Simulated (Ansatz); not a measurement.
Ionic part of the dielectric constant of HfO2 at 9 GPa, mode by mode

These are results of DFT PBEsol, scalar-relativistic, plane waves, PAW in Ansatz, not measurements. Settings: 420 eV plane-wave cutoff, Γ-centred 8×8×8 mesh, fixed occupations. No spin polarisation. Phonons by linear response, acoustic sum rule imposed.

Symmetry: Fm-3m, No. 225, cubic system. Conventional cell: a = 4.991 Å, b = 4.991 Å, c = 4.991 Å, α = 90.00°, β = 90.00°, γ = 90.00°. Hf (site symmetry m-3m) has 8 O at 2.16 Å as nearest neighbours. Around O (site symmetry -43m) lie 4 Hf at 2.16 Å.

Spin–orbit coupling is left out, which matters for heavy elements. Other phases may be more stable at this pressure.

The primitive cell has V = 31.07 Å³ and ε∞,yy = 5.368. Each polar mode adds Δε = (4.92064×10⁷/V)·S/ν² along y, with S its oscillator strength in e²/amu, ν in cm⁻¹ and V in Å³.

**Question.** From these modes, find each Δε and ε0,yy.
```tsv
ν (cm⁻¹)	S_yy (e²/amu)
268.1	1.146
```

**Answer.**
```tsv
ν (cm⁻¹)	Δε
268.1	25.25
```

The sum is 25.247, so ε0,yy = 30.62; the run's tensor has 30.62.

**Question.** Where do the longitudinal modes lie for a wave vector along y?

**Answer.** At 640 cm⁻¹. The Lyddane–Sachs–Teller product Π(ν_LO/ν_TO)² = 5.70 matches ε0/ε∞ = 5.70.

This fluorite-type form isn't the usual stable structure of the compound at low pressure.

Cost: 1 run of about 0.58 core-minutes, on Arm Neoverse V2 (shared hosts).